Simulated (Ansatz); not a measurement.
Zr (Fm-3m): electronic heat capacity and spin susceptibility from the density of states

Method: DFT PBE, scalar-relativistic, plane waves, PAW (Ansatz).

Cutoff 420 eV; k points 16×16×16 on the computed 1-atom cell (Γ-centred); Gaussian smearing, width 0.10 eV; no spin polarisation.

Relaxed cell: Fm-3m, a = 4.527 Å, b = 4.527 Å, c = 4.527 Å, α = 90.00°, β = 90.00°, γ = 90.00°, 1 atom in the primitive cell. This fcc form isn't the element's structure at ambient conditions.

The density of states at the Fermi level is 1.563 states/eV in the cell of 1 atom (1 formula unit; both spins, tetrahedra on a 24×24×24 mesh).

What Sommerfeld coefficient and Pauli susceptibility does this give?

Per formula unit N(E_F) = 1.563 states/eV. γ = (π²/3) k_B² N(E_F) N_A = 2.357 mJ/(mol K²) per state/eV, so γ = 3.7 mJ/(mol K²), a mole of formula units. χ_P = μ_B² N(E_F) N_A = 3.23×10⁻⁵ emu/mol per state/eV gives 5.1×10⁻⁵ emu/mol. This is the bare band result: a measured γ of the same phase is as a rule larger by a factor 1 + λ from phonons and spin fluctuations, the spin part of χ is larger by the Stoner factor, and a measured χ also holds orbital and core terms. N(E_F) at one energy is sensitive to the mesh where the density of states has sharp peaks.

Cost: 1 run of about 0.16 core-minutes, on Arm Neoverse V1 (shared hosts).